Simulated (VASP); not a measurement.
**VASP 6.6.1, PBE single-point calculation, BP (strained zincblende)**

INCAR

```
NSW = 0
LREAL = .FALSE.
NBANDS = 11
EDIFF = 1E-7
LWAVE = .FALSE.
ISIF = 2
IBRION = -1
ENCUT = 520
LCHARG = .FALSE.
LASPH = .TRUE.
PREC = Accurate
GGA = PE
ISMEAR = -1
SIGMA = 0.02
NELM = 120
```

KPOINTS

```
KPOINTS created by Atomic Simulation Environment
0
Gamma
10 10 10
0 0 0
```

KPOINTS_OPT

```
special points
7
Reciprocal
0.0000000000 0.0000000000 0.0000000000 1
-0.5000000000 -0.5000000000 0.0000000000 1
-0.3750000000 -0.3750000000 0.2500000000 1
-0.3750000000 0.0000000000 0.3750000000 1
0.0000000000 0.0000000000 0.5000000000 1
-0.5000000000 -0.2500000000 0.2500000000 1
0.0000000000 0.4000000000 0.4000000000 1
```

POSCAR

```
B  P
 1.0000000000000000
     0.0000000000000000    2.2181858960000000    2.2683156724000000
     2.2181858960000000    0.0000000000000000    2.2683156724000000
     2.2181858960000000    2.2181858960000000    0.0000000000000000
 B   P
   1   1
Cartesian
  0.0000000000000000  0.0000000000000000  0.0000000000000000
  1.1090929480000000  1.1090929480000000  1.1341578362000000
```

VASP ran with the recommended PBE PAW datasets (8 valence electrons in the cell).

Command

```
mpirun -np 1 vasp_std
```

From OUTCAR

```
k-points           NKPTS =    102   k-points in BZ     NKDIM =    102   number of bands    NBANDS=     11

   NELECT =       8.0000    total number of electrons

   dimension x,y,z NGX =    24 NGY =   24 NGZ =   24
   dimension x,y,z NGXF=    48 NGYF=   48 NGZF=   48

  energy-cutoff  :      520.00
  volume of cell :       22.32
      direct lattice vectors                 reciprocal lattice vectors
     0.000000000  2.218185896  2.268315672    -0.225409422  0.225409422  0.220427873
     2.218185896  0.000000000  2.268315672     0.225409422 -0.225409422  0.220427873
     2.218185896  2.218185896  0.000000000     0.225409422  0.225409422 -0.220427873

 k-points in reciprocal lattice and weights: KPOINTS created by Atomic Simulation Env
   0.00000000  0.00000000  0.00000000       0.001
   0.10000000  0.00000000  0.00000000       0.008
   0.20000000  0.00000000  0.00000000       0.008
   0.30000000  0.00000000  0.00000000       0.008
   0.40000000  0.00000000  0.00000000       0.008
   0.50000000  0.00000000  0.00000000       0.004
   0.10000000  0.10000000  0.00000000       0.002
   0.20000000  0.10000000  0.00000000       0.008
   ...

 E-fermi :   8.4797

 k-point     1 :       0.0000    0.0000    0.0000
  band No.  band energies     occupation
      1      -7.8919      2.00000
      2       7.8284      2.00000
      3       8.0583      2.00000
      4       8.0583      2.00000
      5      11.4153      0.00000
      6      11.4153      0.00000
      7      11.5383      0.00000
      8      16.0507      0.00000
      9      19.8065      0.00000
     10      19.9309      0.00000
     11      20.5498      0.00000

 k-point     2 :       0.1000    0.0000    0.0000
  band No.  band energies     occupation
      1      -7.7048      2.00000
      2       6.6397      2.00000
      3       7.5977      2.00000
      4       7.7603      2.00000
      5      11.8273      0.00000
      6      11.8459      0.00000
      7      12.0227      0.00000
      8      16.5230      0.00000
      9      19.2619      0.00000
     10      19.7826      0.00000
     11      20.4092      0.00000

 k-point     3 :       0.2000    0.0000    0.0000
  band No.  band energies     occupation
      1      -7.1500      2.00000
      2       4.2364      2.00000
      3       6.9927      2.00000
      4       7.2030      2.00000
      5      12.1536      0.00000
      6      12.6181      0.00000
      7      12.6665      0.00000
      8      17.5566      0.00000
      9      18.7592      0.00000
     10      19.0576      0.00000
     11      21.3020      0.00000

 k-point     4 :       0.3000    0.0000    0.0000
  band No.  band energies     occupation
      1      -6.2561      2.00000
      2       1.7983      2.00000
      3       6.4659      2.00000
      4       6.7228      2.00000
      5      12.1005      0.00000
      6      12.9119      0.00000
      7      12.9901      0.00000
      8      18.2756      0.00000
      9      19.5221      0.00000
     10      19.5484      0.00000
     11      21.6531      0.00000

 k-point     5 :       0.4000    0.0000    0.0000
  band No.  band energies     occupation
      1      -5.1316      2.00000
      2      -0.3074      2.00000
      3       6.1307      2.00000
      4       6.4222      2.00000
      5      11.9835      0.00000
      6      12.7967      0.00000
      7      12.9237      0.00000
      8      18.3373      0.00000
      9      21.2301      0.00000
     10      21.3833      0.00000
     11      22.6171      0.00000

 k-point     6 :       0.5000    0.0000    0.0000
  band No.  band energies     occupation
      1      -4.3895      2.00000
      2      -1.3837      2.00000
      3       6.0173      2.00000
      4       6.3215      2.00000
      5      11.9312      0.00000
      6      12.7150      0.00000
      7      12.8435      0.00000
      8      18.2719      0.00000
      9      22.7641      0.00000
     10      22.8994      0.00000
     11      23.4249      0.00000

 k-point     7 :       0.1000    0.1000    0.0000
  band No.  band energies     occupation
      1      -7.6496      2.00000
      2       7.0540      2.00000
      3       7.1833      2.00000
      4       7.1833      2.00000
      5      11.1074      0.00000
      6      12.5786      0.00000
      7      12.5786      0.00000
      8      16.2853      0.00000
      9      18.3475      0.00000
     10      20.5935      0.00000
     11      20.8093      0.00000

 k-point     8 :       0.2000    0.1000    0.0000
  band No.  band energies     occupation
      1      -7.2240      2.00000
      2       5.0865      2.00000
      3       6.5455      2.00000
      4       6.8674      2.00000
      5      11.2988      0.00000
      6      13.2384      0.00000
      7      13.5336      0.00000
      8      15.8460      0.00000
      9      18.7394      0.00000
     10      20.5362      0.00000
     11      21.6493      0.00000

 k-point     9 :       0.3000    0.1000    0.0000
  band No.  band energies     occupation
      1      -6.4463      2.00000
      2       2.7039      2.00000
      3       6.0899      2.00000
      4       6.2264      2.00000
      5      11.7912      0.00000
      6      13.3351      0.00000
      7      14.0488      0.00000
      8      16.0344      0.00000
      9      19.8383      0.00000
     10      20.7109      0.00000
     11      22.1658      0.00000

 k-point    10 :       0.4000    0.1000    0.0000
  band No.  band energies     occupation
      1      -5.3820      2.00000
      2       0.4859      2.00000
      3       5.6112      2.00000
      4       5.8899      2.00000
      5      11.9284      0.00000
      6      13.2214      0.00000
      7      13.9129      0.00000
      8      17.3226      0.00000
      9      20.3982      0.00000
     10      22.0241      0.00000
     11      22.8556      0.00000

 k-point    11 :       0.5000    0.1000    0.0000
  band No.  band energies     occupation
      1      -4.3602      2.00000
      2      -1.0862      2.00000
      3       5.1704      2.00000
      4       5.9539      2.00000
      5      12.0312      0.00000
      6      13.1368      0.00000
      7      13.5564      0.00000
      8      18.4925      0.00000
      9      21.0805      0.00000
     10      22.7844      0.00000
     11      23.6287      0.00000

 k-point    12 :      -0.4000    0.1000    0.0000
  band No.  band energies     occupation
      1      -4.6048      2.00000
      2      -0.7398      2.00000
      3       4.9677      2.00000
      4       6.2581      2.00000
      5      12.2897      0.00000
      6      13.1813      0.00000
      7      13.2875      0.00000
      8      18.5422      0.00000
      9      20.7101      0.00000
     10      21.5800      0.00000
     11      23.8962      0.00000

 k-point    13 :      -0.3000    0.1000    0.0000
  band No.  band energies     occupation
      1      -5.7185      2.00000
      2       1.1220      2.00000
      3       5.0379      2.00000
      4       6.7532      2.00000
      5      12.5738      0.00000
      6      13.0678      0.00000
      7      13.3921      0.00000
      8      17.7634      0.00000
      9      18.7555      0.00000
     10      21.2644      0.00000
     11      23.3337      0.00000

 k-point    14 :      -0.2000    0.1000    0.0000
  band No.  band energies     occupation
      1      -6.7108      2.00000
      2       3.4381      2.00000
      3       5.3975      2.00000
      4       7.3470      2.00000
      5      12.5826      0.00000
      6      12.6398      0.00000
      7      13.4697      0.00000
      8      16.9260      0.00000
      9      17.9461      0.00000
     10      21.0153      0.00000
     11      22.1860      0.00000

 k-point    15 :      -0.1000    0.1000    0.0000
  band No.  band energies     occupation
      1      -7.3877      2.00000
      2       5.6753      2.00000
      3       6.1534      2.00000
      4       7.8188      2.00000
      5      11.9140      0.00000
      6      12.2474      0.00000
      7      12.9713      0.00000
      8      16.7278      0.00000
      9      18.4676      0.00000
     10      20.1125      0.00000
     11      21.2558      0.00000

 k-point    16 :       0.2000    0.2000    0.0000
  band No.  band energies     occupation
      1      -6.9294      2.00000
      2       5.2098      2.00000
      3       5.8438      2.00000
      4       5.8438      2.00000
      5      10.3104      0.00000
      6      14.1559      0.00000
      7      14.7519      0.00000
      8      14.7519      0.00000
      9      19.4557      0.00000
     10      21.5750      0.00000
     11      22.5545      0.00000

 ...

  Total        1.5661214      1.5661214      0.6737881      0.0000000      0.0000000      0.0000000
  in kB      112.4104340    112.4104340     48.3620344      0.0000000      0.0000000      0.0000000
  external PRESSURE =      91.0609675 kB  Pullay stress =       0.0000000 kB

 POSITION                                       TOTAL-FORCE (eV/Angst)
 -----------------------------------------------------------------------------------
      0.00000      0.00000      0.00000        -0.000000     -0.000000      0.000000
      1.10909      1.10909      1.13416         0.000000      0.000000     -0.000000
 -----------------------------------------------------------------------------------
    total drift:                               -0.000000     -0.000000      0.000000

  FREE ENERGIE OF THE ION-ELECTRON SYSTEM (eV)
  ---------------------------------------------------
  free  energy   TOTEN  =       -12.8918218571 eV

  energy  without entropy=      -12.8918218571  energy(sigma->0) =      -12.89182186
```

The gap between bands v and c is 1.00 eV and the least direct gap is 3.36 eV. The pressure is 9.1 GPa.

Band v is the last that the valence electrons fill when counted band by band, and c is the next.

The run took about 7.4 s on one core of a shared host (Intel Xeon 6975P-C) and held 0.15 GiB at most.
